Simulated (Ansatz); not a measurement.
The reference is PbF2 in the fluorite structure (space group Fm-3m, No. 225; a = 5.899 Å).

Levels (all Ansatz, a first-principles code, PAW): PBEsol (420 eV, no SOC); HSE06+SOC (420 eV, noncollinear with spin-orbit coupling).

The geometry is relaxed with PBEsol.

| Property | Result |
|---|---|
| PBEsol lowest conduction level above the VBM at special points | X 4.31 eV; L 4.93 eV; U 5.23 eV; Γ 6.69 eV |

Task: What does HSE06+SOC give at this geometry for the lowest conduction level above the VBM at special points?

Result: The lowest conduction level above the VBM at special points changes from X 4.31 eV; L 4.93 eV; U 5.23 eV; Γ 6.69 eV to X 5.33 eV; L 5.87 eV; U 6.08 eV; Γ 6.42 eV.

Single points use the geometry relaxed with PBEsol. HSE06 gaps are upper bounds (no full band path). Differences between runs with and without spin-orbit coupling are approximate. The levels and masses belong to the bands next to the band gap. Stability against distortions was not tested.
